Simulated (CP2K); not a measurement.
InPd under changes of volume

One of the cells (17.513 Å³/atom); the others are scaled copies at fixed shape and fractional positions:

```
In Pd
1.0
     3.27188    0.00000    0.00000
     0.00000    3.27188    0.00000
     0.00000    0.00000    3.27188
In Pd
1 1
Direct
  0.00000 0.00000 0.00000
  0.50000 0.50000 0.50000
```

The cell comes from a database or a generator and needn't be the stable form of this composition.

```yaml
Program: CP2K 2026.2
Functional: PBE
Potentials_or_basis: POTENTIAL_UZH In GTH-PBE-q13, Pd GTH-PBE-q18; TZVP-MOLOPT-PBE-GTH basis
Density_cutoff: 6803 eV
k_mesh: 8 × 8 × 8
Occupations: fermi-dirac, width 0.05 eV
Spin: no spin polarisation
```

```csv
volume (Å³/atom),energy over the lowest point (meV/atom),pressure (GPa)
16.462,76.09,15.4
16.813,?,?
17.163,25.43,8.1
17.513,11.01,5.1
17.863,2.75,2.5
18.214,0.00,0.1
18.564,2.12,-1.9
```

What does the run at 16.813 Å³/atom give?

Energy over the lowest point 46.79 meV/atom; pressure 11.5 GPa.

Worked out: A Birch-Murnaghan fit of order 3 (a polynomial in V^(-2/3)) to the other rows has its minimum at 18.23 Å³/atom with B0 = V·E''(V) = 116 GPa and B' = 5.1. It gives 46.80 meV/atom at 16.813 Å³/atom, against the run's 46.79, and -dE/dV = 11.5 GPa, against 11.5.

Energies are extrapolated to zero smearing.

Caveats: the basis of atomic orbitals isn't converged, which shifts pressures, moduli and gaps.
